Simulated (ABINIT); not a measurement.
# MgO (Fm-3m) in ABINIT: further runs

Aim: see how the results for MgO move with the level of theory and the settings. Levels: PW91, WC, TB-mBJ. Tasks: band structure.

Program: ABINIT 10.8.3 (patched build). These are calculated values, not measurements. Logs are shortened: lines on timing, memory, paths and dates and some standing lists are left out, and cuts for length are marked. The log counts tension as positive stress, the text compression.

**The experiment to reproduce.**

“Electronic structure of alkaline earth and post-transition metal oxides”, 2009, arxiv:0908.1581 quotes, for a bulk crystal of MgO: band gap 7.83 eV.

The results are compared with them further down.

## Step 1: Starting point

It takes space group Fm-3m (No. 225, cubic). Conventional cell: a = 4.194 Å, b = 4.194 Å, c = 4.194 Å, α = 90.00°, β = 90.00°, γ = 90.00°. Mg (site symmetry m-3m) is surrounded by 6 O at 2.10 Å. O (site symmetry m-3m) is surrounded by 6 Mg at 2.10 Å.

The cell is a database's computed one.

## Step 2: Band structure, PW91

run.abi reads:

```
# Datasets: ground state, then fixed potential
ndtset 2

# Pseudopotentials
pp_dirpath "./"
pseudos "Mg.GGA_PBE-JTH.xml, O.GGA_PBE-JTH.xml"

# Structure
acell 5.6041865537 5.6041865537 5.6041865537
rprim
     0.0000000000     0.7071067812     0.7071067812
     0.7071067812     0.0000000000     0.7071067812
     0.7071067812     0.7071067812     0.0000000000
ntypat 2
znucl 12 8
natom 2
typat 1 2
xred
     0.0000000000     0.0000000000     0.0000000000
     0.5000000000     0.5000000000     0.5000000000

# Plane-wave basis
ecut 28.0
pawecutdg 50.0
pawxcdev 0

# Exchange and correlation
ixc -109134

# Bands and occupations
occopt 3
tsmear 0.00183747

# SCF cycle
nstep 100

# Output
iomode 3
prtwf 0
prteig 0
prtebands 0
enunit 1
prtden1 1
prtvha1 1
prtvclmb1 1
prtpot1 1

# Dataset 1
kptopt1 1
ngkpt1 11 11 11
nshiftk1 1
shiftk1 0.0 0.0 0.0
nband1 12
tolvrs1 1.0e-9

# Dataset 2: bands along G-X-W-K-G-L-U-W-L-K
iscf2 -2
getden2 1
nband2 18
nbdbuf2 4
tolwfr2 1.0e-11
kptopt2 -9
ndivsm2 5
prteig2 1
kptbounds2
     0.0000000000     0.0000000000     0.0000000000
     0.5000000000     0.0000000000     0.5000000000
     0.5000000000     0.2500000000     0.7500000000
     0.3750000000     0.3750000000     0.7500000000
     0.0000000000     0.0000000000     0.0000000000
     0.5000000000     0.5000000000     0.5000000000
     0.6250000000     0.2500000000     0.6250000000
     0.5000000000     0.2500000000     0.7500000000
     0.5000000000     0.5000000000     0.5000000000
     0.3750000000     0.3750000000     0.7500000000
```

Potentials or basis: JTH PAW PBE v2.0.

Started as:

```bash
$ abinit run.abi > log 2>&1
```

run.abo:

```text
.Version 10.8.3 of ABINIT
 DATASET    1 : space group Fm -3 m (#225); Bravais cF (face-center cubic)
================================================================================
 Values of the parameters that define the memory need for DATASET  1.
     intxc =       0    ionmov =       0      iscf =      17    lmnmax =       8
     lnmax =       4     mgfft =      30  mpssoang =       2    mqgrid =    3001
     natom =       2  nloc_mem =       2    nspden =       1   nspinor =       1
    nsppol =       1      nsym =      48    n1xccc =       1    ntypat =       2
    occopt =       3   xclevel =       2
       mpw =         903          nfft =       27000          nkpt =          56
 PAW method is used; the additional fine FFT grid is defined by:
   mgfftf=        36    nfftf =     46656
================================================================================
================================================================================

 DATASET    2 : space group Fm -3 m (#225); Bravais cF (face-center cubic)
================================================================================
 Values of the parameters that define the memory need for DATASET  2.
     intxc =       0    ionmov =       0      iscf =      -2    lmnmax =       8
     lnmax =       4     mgfft =      30  mpssoang =       2    mqgrid =    3001
     natom =       2  nloc_mem =       2    nspden =       1   nspinor =       1
    nsppol =       1      nsym =      48    n1xccc =       1    ntypat =       2
    occopt =       3   xclevel =       2
       mpw =         903          nfft =       27000          nkpt =          87
 PAW method is used; the additional fine FFT grid is defined by:
   mgfftf=        36    nfftf =     46656
================================================================================
================================================================================

--------------------------------------------------------------------------------
------------- Echo of variables that govern the present computation ------------
--------------------------------------------------------------------------------
 -outvars: echo values of preprocessed input variables --------
            acell      5.6041865537E+00  5.6041865537E+00  5.6041865537E+00 Bohr
              amu      2.43050000E+01  1.59994000E+01
             ecut      2.80000000E+01 Hartree
           enunit           1
           getden1          0
           getden2          1
             iscf1         17
             iscf2         -2
                       outvar_i_n : Printing only first  50 k-points.
              ixc     -109134
           jdtset        1    2
                       outvar_i_n : Printing only first  50 k-points.
           kptopt1          1
           kptopt2         -9
         kptrlatt       11    0    0      0   11    0      0    0   11
          kptrlen1     6.16460521E+01
          kptrlen2     3.00000000E+01
            natom           2
            nband1         12
            nband2         18
           nbdbuf1          0
           nbdbuf2          4
           ndtset           2
           ndivsm1          0
           ndivsm2          5
            ngfft          30      30      30
          ngfftdg          36      36      36
             nkpt1         56
             nkpt2         87
            nstep         100
             nsym          48
           ntypat           2
                       prtocc : prtvol=0, do not print more k-points.
           occopt           3
        pawecutdg      5.00000000E+01 Hartree
         pawxcdev           0
        prtebands           0
           prteig1          0
           prteig2          1
           prtpot1          1
           prtpot2          0
         prtvclmb1          1
         prtvclmb2          0
           prtvha1          1
           prtvha2          0
            prtwf           0
            rprim      0.0000000000E+00  7.0710678120E-01  7.0710678120E-01
                       7.0710678120E-01  0.0000000000E+00  7.0710678120E-01
                       7.0710678120E-01  7.0710678120E-01  0.0000000000E+00
           shiftk1     0.00000000E+00  0.00000000E+00  0.00000000E+00
           shiftk2     5.00000000E-01  5.00000000E-01  5.00000000E-01
          spgroup         225
           tolvrs1     1.00000000E-09
           tolvrs2     0.00000000E+00
           tolwfr1     0.00000000E+00
           tolwfr2     1.00000000E-11
           tsmear      1.83747000E-03 Hartree
            typat      1  2
           useylm           1
                       outvars : Printing only first  50 k-points.
           xangst      0.0000000000E+00  0.0000000000E+00  0.0000000000E+00
                       2.0970013913E+00  2.0970013913E+00  2.0970013913E+00
            xcart      0.0000000000E+00  0.0000000000E+00  0.0000000000E+00
[... 227 lines left out ...]
 R(2)=  3.9627583  0.0000000  3.9627583  G(2)=  0.1261747 -0.1261747  0.1261747
 R(3)=  3.9627583  3.9627583  0.0000000  G(3)=  0.1261747  0.1261747 -0.1261747
 Unit cell volume ucvol=  1.2445798E+02 bohr^3
 Angles (23,13,12)=  6.00000000E+01  6.00000000E+01  6.00000000E+01 degrees

 Coarse grid specifications (used for wave-functions):

 getcut: wavevector=  0.0000  0.0000  0.0000  ngfft=  30  30  30
         ecut(hartree)=     28.000   => boxcut(ratio)=   2.24981

 getcut : COMMENT -
  Note that boxcut > 2.2 ; recall that boxcut=Gcut(box)/Gcut(sphere) = 2
  is sufficient for exact treatment of convolution.
  Such a large boxcut is a waste : you could raise ecut
  e.g. ecut=   35.431630 Hartrees makes boxcut=2

 Fine grid specifications (used for densities):

 getcut: wavevector=  0.0000  0.0000  0.0000  ngfft=  36  36  36
         ecut(hartree)=     50.000   => boxcut(ratio)=   2.01809
--------------------------------------------------------------------------------

================================================================================
 Non-SCF case, kpt    1 (  0.00000  0.00000  0.00000), residuals and eigenvalues=
  9.68E-12  5.80E-12  5.71E-12  3.25E-12  3.29E-12  3.08E-12  7.83E-13  1.01E-12
  7.35E-13  2.54E-12  7.18E-12  7.36E-12  8.89E-12  3.35E-12  5.92E-12  5.36E-12
  5.31E-12  2.59E-12
 -2.4508E+00 -1.2308E+00 -1.2308E+00 -1.2308E+00 -4.3142E-01  2.0353E-01
  2.0353E-01  2.0353E-01  3.8366E-01  7.8797E-01  7.8797E-01  7.8797E-01
  9.3447E-01  9.9764E-01  9.9764E-01  1.1129E+00  1.1129E+00  1.1129E+00
 Non-SCF case, kpt    2 (  0.03571  0.00000  0.03571), residuals and eigenvalues=
  1.72E-12  2.80E-12  4.23E-12  5.14E-12  8.31E-12  6.48E-13  1.15E-12  8.62E-13
  1.17E-12  1.09E-12  1.44E-12  3.67E-12  3.68E-12  8.70E-13  2.32E-12  2.23E-12
  1.27E-12  1.81E-12
[... 584 lines left out ...]
 Non-SCF case, kpt   86 (  0.38889  0.38889  0.72222), residuals and eigenvalues=
  2.33E-12  6.63E-12  9.96E-12  1.11E-12  6.16E-12  1.14E-12  6.40E-12  6.35E-12
  6.34E-12  9.66E-12  7.05E-12  7.86E-12  2.00E-12  4.29E-12  4.34E-12  2.74E-12
  3.36E-11  2.24E-05
 -2.4504E+00 -1.2331E+00 -1.2327E+00 -1.2316E+00 -3.7332E-01  7.6724E-02
  1.0042E-01  1.6308E-01  5.8148E-01  6.5152E-01  6.6808E-01  8.7245E-01
  8.8869E-01  1.1086E+00  1.2246E+00  1.2533E+00  1.2559E+00  1.4830E+00
 Non-SCF case, kpt   87 (  0.37500  0.37500  0.75000), residuals and eigenvalues=
  4.84E-12  4.13E-12  6.94E-12  5.49E-12  2.63E-12  9.44E-12  3.97E-12  2.09E-12
  2.65E-12  1.54E-12  6.57E-13  6.97E-12  3.51E-12  1.76E-12  7.15E-12  3.45E-12
  2.96E-12  8.21E-04
 -2.4504E+00 -1.2331E+00 -1.2326E+00 -1.2316E+00 -3.7285E-01  7.5018E-02
  1.0352E-01  1.6124E-01  5.7840E-01  6.4317E-01  6.6955E-01  8.7837E-01
  8.8385E-01  1.1333E+00  1.2149E+00  1.2457E+00  1.2664E+00  1.5153E+00

--- !ResultsGS
iteration_state: {dtset: 2, }
comment   : Summary of ground state results
lattice_vectors:
- [  0.0000000,   3.9627583,   3.9627583, ]
- [  3.9627583,   0.0000000,   3.9627583, ]
- [  3.9627583,   3.9627583,   0.0000000, ]
lattice_lengths: [   5.60419,    5.60419,    5.60419, ]
lattice_angles: [ 60.000,  60.000,  60.000, ] # degrees, (23, 13, 12)
lattice_volume:   1.2445798E+02
convergence: {deltae:  0.000E+00, res2:  0.000E+00, residm:  9.965E-12, diffor:  0.000E+00, }
etotal    :  -7.99439410E+01
entropy   :   0.00000000E+00
fermie    :   3.12676670E-01
cartesian_stress_tensor: null
pressure_GPa: null
xred      :
- [  0.0000E+00,   0.0000E+00,   0.0000E+00, Mg]
- [  5.0000E-01,   5.0000E-01,   5.0000E-01,  O]
cartesian_forces: null
force_length_stats: {min: null, max: null, mean: null, }
...

 Integrated electronic density in atomic spheres:
 ------------------------------------------------
 Atom  Sphere_radius  Integrated_density
    1        1.90158          8.30084580
    2        1.41465          4.60796772

================================================================================

 ----iterations are completed or convergence reached----

 Mean square residual over all n,k,spin=   35.033E-13; max=  99.647E-13
 reduced coordinates (array xred) for    2 atoms
       0.000000000000      0.000000000000      0.000000000000
       0.500000000000      0.500000000000      0.500000000000

 cartesian coordinates (angstrom) at end:
    1      0.00000000000000     0.00000000000000     0.00000000000000
    2      2.09700139131405     2.09700139131405     2.09700139131405
 length scales=  5.604186553700  5.604186553700  5.604186553700 bohr
              =  2.965607807855  2.965607807855  2.965607807855 angstroms
 Eigenvalues (   eV  ) for nkpt=  87  k points:
 kpt#   1, nband= 18, wtk=  1.00000, kpt=  0.0000  0.0000  0.0000 (reduced coord)
 -66.69084  -33.49195  -33.49195  -33.49195  -11.73940    5.53837    5.53837    5.53837
  10.43995   21.44164   21.44164   21.44164   25.42820   27.14722   27.14722   30.28489
  30.28489   30.28489
 kpt#   2, nband= 18, wtk=  1.00000, kpt=  0.0357  0.0000  0.0357 (reduced coord)
 -66.69068  -33.49304  -33.49232  -33.49232  -11.72021    5.43167    5.51776    5.51776
  10.56025   21.14116   21.48869   21.48869   25.81537   26.81006   27.18680   30.34470
  30.34470   30.58242
 kpt#   3, nband= 18, wtk=  1.00000, kpt=  0.0714  0.0000  0.0714 (reduced coord)
 -66.69022  -33.49625  -33.49341  -33.49341  -11.66351    5.14229    5.45784    5.45784
  10.89074   20.45735   21.62631   21.62631   26.03308   26.75929   27.30533   30.52491
  30.52491   31.23971
 kpt#   4, nband= 18, wtk=  1.00000, kpt=  0.1071  0.0000  0.1071 (reduced coord)
 -66.68948  -33.50134  -33.49519  -33.49519  -11.57192    4.73576    5.36320    5.36320
  11.36747   19.65703   21.84438   21.84438   25.08550   27.50212   27.99305   30.82744
  30.82744   31.98321
 kpt#   5, nband= 18, wtk=  1.00000, kpt=  0.1429  0.0000  0.1429 (reduced coord)
[... 317 lines left out ...]
  15.54637   17.83700   18.78901   23.26174   24.94163   29.10962   32.28741   34.42821
  34.82218   38.20232
 kpt#  85, nband= 18, wtk=  1.00000, kpt=  0.4028  0.4028  0.6944 (reduced coord)
 -66.67925  -33.55858  -33.53714  -33.51119  -10.18644    1.93134    2.91903    4.50071
  15.77839   17.78775   18.39495   23.52485   24.48310   29.57723   33.09620   34.07250
  34.49339   39.20601
 kpt#  86, nband= 18, wtk=  1.00000, kpt=  0.3889  0.3889  0.7222 (reduced coord)
 -66.67894  -33.55460  -33.54221  -33.51309  -10.15862    2.08777    2.73252    4.43766
  15.82283   17.72875   18.17927   23.74061   24.18243   30.16759   33.32239   34.10395
  34.17585   40.35446
 kpt#  87, nband= 18, wtk=  1.00000, kpt=  0.3750  0.3750  0.7500 (reduced coord)
 -66.67875  -33.55503  -33.54178  -33.51470  -10.14567    2.04134    2.81681    4.38752
  15.73910   17.50148   18.21945   23.90165   24.05080   30.83999   33.05889   33.89628
  34.46124   41.23255

== END DATASET(S) ==============================================================
================================================================================

 -outvars: echo values of variables after computation  --------
            acell      5.6041865537E+00  5.6041865537E+00  5.6041865537E+00 Bohr
           etotal1    -7.9943940995E+01
            fcart1    -0.0000000000E+00 -0.0000000000E+00 -0.0000000000E+00
                      -0.0000000000E+00 -0.0000000000E+00 -0.0000000000E+00
            rprim      0.0000000000E+00  7.0710678120E-01  7.0710678120E-01
                       7.0710678120E-01  0.0000000000E+00  7.0710678120E-01
                       7.0710678120E-01  7.0710678120E-01  0.0000000000E+00
           strten1    -2.0156790873E-04 -2.0156790873E-04 -2.0156790873E-04
                       0.0000000000E+00  0.0000000000E+00  0.0000000000E+00
           xangst      0.0000000000E+00  0.0000000000E+00  0.0000000000E+00
                       2.0970013913E+00  2.0970013913E+00  2.0970013913E+00
             xred      0.0000000000E+00  0.0000000000E+00  0.0000000000E+00
                       5.0000000000E-01  5.0000000000E-01  5.0000000000E-01
 Calculation completed.
```

It took 40 s on 1 thread of Arm Neoverse V2, shared host; peak memory 0.11 GiB.

Results:

| Quantity | Value |
| --- | --- |
| Free energy | -2175.3855 eV |
| Pressure | 5.9 GPa |
| Band gap on the k mesh | 4.90 eV, direct |
| Band gap along the path | 4.90 eV, direct |
| Valence electrons inside the program's atomic spheres | Mg 8.30; O 4.61 |

Levels at the corners of the path, in eV from the valence-band top:
```csv
point,band 4,band 5,band 6,band 7,band 8,band 9,band 10,band 11,band 12,band 13
Γ,-39.03,-17.28,0.00,0.00,0.00,4.90,15.90,15.90,15.90,19.89
X,-39.06,-15.71,-4.08,-1.35,-1.35,9.19,10.15,13.27,19.23,19.23
W,-39.06,-15.65,-2.96,-2.96,-1.78,11.77,11.77,12.37,15.73,22.19
K,-39.05,-15.68,-3.50,-2.72,-1.15,10.20,11.96,12.68,18.36,18.51
Γ,-39.03,-17.28,0.00,0.00,0.00,4.90,15.90,15.90,15.90,19.89
L,-39.04,-15.93,-4.64,-0.66,-0.66,8.02,12.79,16.49,16.49,21.22
U,-39.05,-15.68,-3.50,-2.72,-1.15,10.20,11.96,12.68,18.36,18.51
W,-39.06,-15.65,-2.96,-2.96,-1.78,11.77,11.77,12.37,15.73,22.19
L,-39.04,-15.93,-4.64,-0.66,-0.66,8.02,12.79,16.49,16.49,21.22
K,-39.05,-15.68,-3.50,-2.72,-1.15,10.20,11.96,12.68,18.36,18.51
```

Caveat: the PAW data sets were made with another functional, which shifts forces and pressure a little.

## Step 3: Band structure, WC

Changes to run.abi since step 2:

```diff
@@ -27,3 +27,3 @@
 # Exchange and correlation
-ixc -109134
+ixc 23
```

Potentials or basis: JTH PAW PBE v2.0.

Started as:

```bash
$ abinit run.abi > log 2>&1
```

Run time: 34 s. Hardware: 1 thread of Arm Neoverse V2, shared host; peak memory 0.11 GiB.

Results (log left out):

```
Free energy                                           : -2170.9010 eV
Pressure                                              : 2.2 GPa
Band gap on the k mesh                                : 4.79 eV, direct
Band gap along the path                               : 4.79 eV, direct
Valence electrons inside the program's atomic spheres : Mg 8.30; O 4.59
```

Levels at the corners of the path, in eV from the valence-band top:
| point | band 5 | band 6 | band 7 | band 8 | band 9 | band 10 | band 11 | band 12 |
| --- | --- | --- | --- | --- | --- | --- | --- | --- |
| Γ | -17.24 | 0.00 | 0.00 | 0.00 | 4.79 | 15.72 | 15.72 | 15.72 |
| X | -15.64 | -4.14 | -1.37 | -1.37 | 8.97 | 10.07 | 13.12 | 19.10 |
| W | -15.58 | -3.01 | -3.01 | -1.81 | 11.60 | 11.60 | 12.30 | 15.61 |
| K | -15.61 | -3.55 | -2.76 | -1.17 | 10.02 | 11.88 | 12.53 | 18.24 |
| Γ | -17.24 | 0.00 | 0.00 | 0.00 | 4.79 | 15.72 | 15.72 | 15.72 |
| L | -15.87 | -4.71 | -0.67 | -0.67 | 7.86 | 12.67 | 16.37 | 16.37 |
| U | -15.61 | -3.55 | -2.76 | -1.17 | 10.02 | 11.88 | 12.53 | 18.24 |
| W | -15.58 | -3.01 | -3.01 | -1.81 | 11.60 | 11.60 | 12.30 | 15.61 |
| L | -15.87 | -4.71 | -0.67 | -0.67 | 7.86 | 12.67 | 16.37 | 16.37 |
| K | -15.61 | -3.55 | -2.76 | -1.17 | 10.02 | 11.88 | 12.53 | 18.24 |

Caveat: the PAW data sets were made with another functional, which shifts forces and pressure a little.

[end of part 1 of 2]
